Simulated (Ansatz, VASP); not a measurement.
ZrC: VASP beside Ansatz

```xyz
4
Lattice="3.3915 0.0000 0.0000 -1.6957 2.9371 0.0000 0.0000 0.0000 5.2901" Properties=species:S:1:pos:R:3 pbc="T T T"
Zr    0.0000    1.9581    1.3225
Zr    1.6957    0.9790    3.9675
C     0.0000    0.0000    0.0000
C     0.0000    0.0000    2.6450
```

The cell comes from a database or a generator and needn't be the stable form of this composition.

Alike in both runs: task single point; functional PBE; k mesh 6 × 6 × 4; occupations gaussian, width 0.1 eV; no spin polarisation.

```csv
,VASP,Ansatz
version,VASP 6.6.1,Ansatz 0.2.0
potentials or method,"VASP PAW PBE potentials, release 64 (Zr_sv, C)","scalar-relativistic, plane waves, PAW"
plane-wave cutoff (eV),520,420
valence electrons in the cell,32,32
```

Ansatz gave:

| Property | Result |
| --- | --- |
| gap on the k mesh at the Fermi level (eV) | none |
| pressure (GPa) | -2.2 |
| largest component of the traceless stress (GPa) | 2.56 |

Task: What did VASP give for the same quantities?

Result: gap on the k mesh at the Fermi level (eV): none; pressure (GPa): -2.0; largest component of the traceless stress (GPa): 2.55.

A gap of «none» marks a metal or a gap that the smearing closes.
